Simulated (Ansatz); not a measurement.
# BAs (F-43m) in Ansatz: notebook

One crystal, BAs, is run at these levels: PBE, PBE+D4; tasks: single point, relaxation of cell and atoms.

Program: Ansatz 0.2.0. These are calculated values, not measurements. Logs are shortened: lines on timing, memory, paths and dates and some standing lists are left out, and cuts for length are marked.

## (1) The structure

It takes space group F-43m (No. 216, cubic). The conventional cell has a = 4.777 Å, b = 4.777 Å, c = 4.777 Å, α = 90.00°, β = 90.00°, γ = 90.00°. Around As (site symmetry -43m) lie 4 B at 2.07 Å. Around B (site symmetry -43m) lie 4 As at 2.07 Å.

## (2) Single point, PBE

input.yaml reads:

```yaml
crystal:
  lattice:
    - [0.0, 2.3885, 2.3885]
    - [2.3885, 0.0, 2.3885]
    - [2.3885, 2.3885, 0.0]
  atoms:
    - { symbol: As, position: [0.75, 0.75, 0.75] }
    - { symbol: B, position: [0.0, 0.0, 0.0] }
kpoints:
  mp_grid: { grid: [10, 10, 10] }
scf:
  occupations: { method: gaussian, width: 0.022 }
hamiltonian:
  xc: pbe
  pseudopotentials: { kind: all_electron, lapw: { basis_error: 0.001 } }
output:
  forces: true
  stress: true
  eigenvalues: true
```

Potentials or basis: all-electron LAPW, scalar-relativistic.

Run with:

```
> ansatz run input.yaml --threads 1 --pin off --max-ram 3072MiB --backend cpu --events-out ev --progress --plain --runs-dir out
```

Log:

```text
Warning: RAYON_NUM_THREADS=1 ignored (pool sized by the plan → 1); use --threads N
LAPW: plane waves up to 9.087 Å⁻¹, error target 1.0e-3 eV per atom; small_component_spin mean_spin; B in spheres of 0.852 Å, 5 of its electrons in bands, Dirac shells []; As in spheres of 1.216 Å, 23 of its electrons in bands, Dirac shells [] (how accurate: hamiltonian.pseudopotentials.lapw.basis_error, Limitations)
Engine: ansatz 0.2.0, x86_64-unknown-linux-gnu
Pseudopotentials: kind: all_electron
Pseudopotential: As, LAPW, valence charge 23, lapw/all_electron/scalar/gaussian/As, Koelling and Harmon's equation, gaussian nucleus
Pseudopotential: B, LAPW, valence charge 5, lapw/all_electron/scalar/gaussian/B, Koelling and Harmon's equation, gaussian nucleus
Functional definition: PBE
  parameter kappa = 0.804
  parameter beta = 0.06672455060314922
  exchange = pbe_x(kappa = kappa, mu = beta*pi^2/3)
  correlation = pbe_c(beta = beta)
Crystal: 2 atoms, lattice volume = 27.252 Å³
Basis set: ecut = 314.5867701934271 eV, 331 PW (Γ), exchange–correlation at level 2
Bands: 18, of which v1, the nominal top of the filled ones, is band 14 counted from 1 (13 counted from 0)
Symmetry: 24 space group operations
Space group: F-43m (ITA 216), of the structure as read, at distance tolerance 3.0e-5 Å
k-points: 47 of 1000 (time reversal used)
Non-local potential: As, projectors of the file, none
Non-local potential: B, projectors of the file, none
Initial density: superposition of atomic densities (chi_scale 0.1, normalization cell, long waves kept (reshape's long-wave potential 0.00 eV rms))
Initial wavefunctions: plane waves of lowest kinetic energy (no species holds an atomic orbital)
Functional: x = pbe(κ = 0.804, μ = 0.2195149727645171), c = pbe(β = 0.06672455060314922)
iter 1 solved again at ethr=6.56e-3 eV; its pass at ethr=1.00e-1 eV (dr2=1.84e0 eV) is discarded
SCF iter   1: F=—  HF=-62200.786405 eV  |F-HF|=—  |Δ(HF+E_count)|=         —  Δρ=7.14e-2  dr2=1.84e0  ethr=6.56e-3  ⟨swp⟩=2.0  Hψ=5632  notcnv=0
preconditioner: auto → none  [insulator: Δε(μ)=1.734 eV  Ē_g=12.438 eV  σ=0.022 eV  W_gap=1.00  n_scr=14 (ndim 8)  ℏωp=20.1 eV  f_vac=0.000  D(μ)=0.00/eV (n_scr^D=0)  ε∞_Penn≈3.6]
iter 2 solved again at ethr=5.21e-4 eV; its pass at ethr=6.56e-3 eV (dr2=1.46e-1 eV) is discarded
SCF iter   2: F=—  HF=-62200.206721 eV  |F-HF|=—  |Δ(HF+E_count)|=   5.80e-1  Δρ=2.38e-2  dr2=1.46e-1  ethr=5.21e-4  ⟨swp⟩=2.0  Hψ=4487  notcnv=0
SCF iter   3: F=—  HF=-62200.169717 eV  |F-HF|=—  |Δ(HF+E_count)|=   3.70e-2  Δρ=1.02e-2  dr2=2.31e-2  ethr=5.20e-4  ⟨swp⟩=2.2  Hψ=2409  notcnv=0
SCF iter   4: F=—  HF=-62200.168213 eV  |F-HF|=—  |Δ(HF+E_count)|=         —  Δρ=2.87e-3  dr2=1.96e-3  ethr=8.26e-5  ⟨swp⟩=2.0  Hψ=2397  notcnv=0
the basis was enlarged: its passes take 165.5 KiB over the memory plan, 1 of 1 planned eigensolver slots
SCF iter   5: F=—  HF=-62200.167394 eV  |F-HF|=—  |Δ(HF+E_count)|=   8.19e-4  Δρ=5.55e-4  dr2=5.62e-5  ethr=6.98e-6  ⟨swp⟩=2.6  Hψ=2376  notcnv=0
SCF iter   6: F=—  HF=-62200.167437 eV  |F-HF|=—  |Δ(HF+E_count)|=   4.27e-5  Δρ=7.66e-5  dr2=1.15e-6  ethr=2.01e-7  ⟨swp⟩=3.0  Hψ=2355  notcnv=0
SCF iter   7: F=-62200.167438 eV  HF=-62200.167438 eV  |F-HF|=1.41e-8  |Δ(HF+E_count)|=   1.66e-6  Δρ=6.54e-6  dr2=1.01e-8  ethr=4.10e-9  ⟨swp⟩=3.0  Hψ=2379  notcnv=0
SCF 1 converged in 7 iterations: F = -62200.167438 eV  dr2 = 1.01e-8
SCF converged after 7 iterations
Free energy (F): -62200.167438 eV
Harris-Foulkes:  -62200.167438 eV  (|F-HF|=1.41e-8)
Internal energy: -62200.167438 eV  (E = F + TS)
E sigma→0 (E₀):  -62200.167438 eV
Fermi energy:    12.317546 eV
--- Per-component energies (eV) ---
  E_band       = -1573.263835
  E_kinetic    = 63570.661395
  E_xc         = -2393.729823
  E_electrostatic = -123377.099011  (all electrons and nuclei)
  E_smearing   = -0.000000  (= −TS)
  E_closure    = 0.000000  (closes the sum)
  E_atoms      = -62188.745975  (free atoms, spherical and without spin; not in F)
  Σ components = -62200.167438   (vs F -62200.167438, Δ=0.00e0)
  Basis errors (estimates in eV, not in F): energy 5.5e-4 per atom: plane waves 5.2e-4 (3.1e-4 summed), levels above the bands 0.0e0, relativity 1.9e-8, radial functions 3.5e-5, core shells 1.6e-11; eigenvalues (radial functions only) 2.9e-6; not estimated: angular momenta, meshes, grids; target (lapw.basis_error) 1.0e-3; muffin-tin radii B 0.852 Å, As 1.216 Å
--- Forces (eV/Å), atoms counted from 1 ---
  atom   1  As     0.00000000     0.00000000    -0.00000000
  atom   2  B     -0.00000000    -0.00000000    -0.00000000
  max |Σ_I F_I| component: 3.24e-17 eV/Å
--- Stress (GPa, compression-positive) ---
        2.734023      -0.000000      -0.000000
       -0.000000       2.734023       0.000000
       -0.000000       0.000000       2.734023
  P = ⅓ Tr σ = 2.7340 GPa (27.340 kbar)
--- Band table (eV; the first three rows and the last of 47) ---
  k-point 0: bands = ["-173.6631", "-162.0339", "-117.0368", "-117.0368", "-117.0368", "-24.1016", "-24.1016", "-24.1016", "-24.0797", "-24.0797", "-3.6737", "11.7244", "11.7244", "11.7244", "15.0086", "15.0086", "15.0086", "16.4089"]
  k-point 1: bands = ["-173.6631", "-162.0339", "-117.0368", "-117.0368", "-117.0368", "-24.1013", "-24.1009", "-24.1009", "-24.0797", "-24.0797", "-3.5097", "10.3307", "11.4235", "11.4235", "15.1543", "15.4060", "15.4060", "17.2847"]
  k-point 2: bands = ["-173.6631", "-162.0339", "-117.0368", "-117.0368", "-117.0368", "-24.1005", "-24.0991", "-24.0991", "-24.0794", "-24.0794", "-3.0257", "7.9684", "10.8499", "10.8499", "14.9379", "16.1247", "16.1247", "18.9150"]
  k-point 46: bands = ["-173.6631", "-162.0339", "-117.0368", "-117.0368", "-117.0368", "-24.1000", "-24.0926", "-24.0861", "-24.0828", "-24.0762", "0.6478", "3.6172", "6.3744", "6.6277", "16.2635", "16.5956", "19.5622", "19.6744"]
```

Run time: 29 s. Hardware: 1 thread of Intel Xeon at 2.50GHz (Skylake/Cascade Lake), shared host; peak memory 0.29 GiB.

What came out:

* Free energy: -62200.1674 eV
* Pressure: 2.7 GPa
* Band gap on the k mesh: 1.19 eV, indirect (least direct gap 3.28 eV)

## (3) Relaxation of cell and atoms, PBE+D4

input.yaml: that of step 2 with these lines changed.

```diff
@@ -11,5 +11,6 @@
 scf:
-  occupations: { method: gaussian, width: 0.022 }
+  occupations: { method: fermi_dirac, width: 0.05 }
 hamiltonian:
   xc: pbe
+  dispersion: d4
   pseudopotentials: { kind: all_electron, lapw: { basis_error: 0.001 } }
@@ -18,2 +19,5 @@
   stress: true
-  eigenvalues: true
+relax:
+  f_tol: 0.01
+  max_steps: 60
+  cell: {}
```

Potentials or basis: all-electron LAPW, scalar-relativistic.

Run with:

```
> ansatz run input.yaml --threads 1 --pin off --max-ram 3072MiB --backend cpu --events-out ev --progress --plain --runs-dir out
```

Log:

```text
Warning: RAYON_NUM_THREADS=1 ignored (pool sized by the plan → 1); use --threads N
The last accepted step is kept in <dir> (removed where the run ends without a failure and the disk answers)
LAPW: plane waves up to 9.427 Å⁻¹, error target 1.0e-3 eV per atom; small_component_spin mean_spin; B in spheres of 0.824 Å, 5 of its electrons in bands, Dirac shells []; As in spheres of 1.182 Å, 23 of its electrons in bands, Dirac shells [] (how accurate: hamiltonian.pseudopotentials.lapw.basis_error, Limitations)
[... 9 set-up lines as earlier in the session ...]
Crystal: 2 atoms, lattice volume = 27.252 Å³
Basis set: ecut = 338.5768856142904 eV, 387 PW (Γ), exchange–correlation at level 2
Bands: 18, of which v1, the nominal top of the filled ones, is band 14 counted from 1 (13 counted from 0)
[... 2 set-up lines as earlier in the session ...]
k-points: 47 of 1000 (time reversal used)
[... 4 set-up lines as earlier in the session ...]
[... 46 lines left out ...]
SCF converged after 2 iterations
Free energy (F): -62200.920718 eV
Harris-Foulkes:  -62200.920718 eV  (|F-HF|=3.58e-9)
Internal energy: -62200.920718 eV  (E = F + TS)
E sigma→0 (E₀):  -62200.920718 eV
Entropy (-TS):   -0.000000 eV (-0.000 meV/atom)
Fermi energy:    12.498315 eV
--- Per-component energies (eV) ---
  E_band       = -1568.165935
  E_kinetic    = 63571.518398
  E_xc         = -2393.955004
  E_electrostatic = -123377.723297  (all electrons and nuclei)
  E_disp       = -0.760815  (pairwise vdW)
  E_smearing   = -0.000000  (= −TS)
  E_closure    = 0.000000  (closes the sum)
  E_atoms      = -62188.745975  (free atoms, spherical and without spin; not in F)
  Σ components = -62200.920718   (vs F -62200.920718, Δ=0.00e0)
  Basis errors (estimates in eV, not in F): energy 5.6e-4 per atom: plane waves 5.2e-4 (3.1e-4 summed), levels above the bands 3.4e-40, relativity 8.3e-9, radial functions 4.1e-5, core shells 3.8e-11; eigenvalues (radial functions only) 7.5e-7; not estimated: angular momenta, meshes, grids; target (lapw.basis_error) 1.0e-3; muffin-tin radii B 0.821 Å, As 1.177 Å
--- Forces (eV/Å), atoms counted from 1 ---
  atom   1  As    -0.00000000    -0.00000000    -0.00000000
  atom   2  B     -0.00000000     0.00000000     0.00000000
  max |Σ_I F_I| component: 4.86e-17 eV/Å
--- Stress (GPa, compression-positive) ---
        0.008900       0.000000       0.000000
        0.000000       0.008900       0.000000
        0.000000       0.000000       0.008900
  P = ⅓ Tr σ = 0.0089 GPa (0.089 kbar)
--- Relaxed structure (3 steps of the walk, 3 accepted, 1 SCFs on fresh bases) ---
  F+E_penalty+E_count = -62200.92071830 eV   max|allowed force component| = 5.898e-17 eV/Å   (the final SCF, on the basis selected at the relaxed cell)
  cell:  # Å, volume = 26.9204 Å³
    - [1.070028126908074e-33, 2.378759189086309, 2.378759189086309]
    - [2.378759189086309, 9.9240331859443e-34, 2.378759189086309]
    - [2.378759189086309, 2.378759189086309, 2.782550821089076e-34]
  atoms:
    - { symbol: As, position: [0.7499999999999999, 0.7499999999999999, 0.7499999999999999] }
    - { symbol: B, position: [1.4609563171701852e-34, -6.55671735589494e-35, -1.2929699637765598e-34] }
```

Run time: 73 s. Hardware: 1 thread of Intel Xeon at 2.50GHz (Skylake/Cascade Lake), shared host; peak memory 0.31 GiB.

What came out:

```yaml
Free_energy: -62200.9207 eV
Relaxed_volume: 13.46 Å³/atom
Relaxed_cell: a = 3.364 Å, b = 3.364 Å, c = 3.364 Å, α = 60.00°, β = 60.00°, γ = 60.00°
Space_group_after_relaxing_to_0.05_Å: F-43m (No. 216)
Energy_gained_by_relaxing: 0.9 meV/atom
Ionic_steps: 4
Pressure_after_relaxing: 0.0 GPa
Band_gap_on_the_k_mesh: 1.17 eV
```

The path:
```tsv
step	energy change (eV)	largest force (eV/Å)	volume (Å³)
1	0.0000	0.0000	27.25
2	-0.0016	0.0000	27.01
3	-0.0017	0.0000	26.92
4	-0.0017	0.0000	26.92
```

Final structure:
```
CELL_PARAMETERS angstrom
0.00000 2.37876 2.37876
2.37876 0.00000 2.37876
2.37876 2.37876 0.00000
ATOMIC_POSITIONS crystal
As 0.75000 0.75000 0.75000
B 0.00000 0.00000 0.00000
```
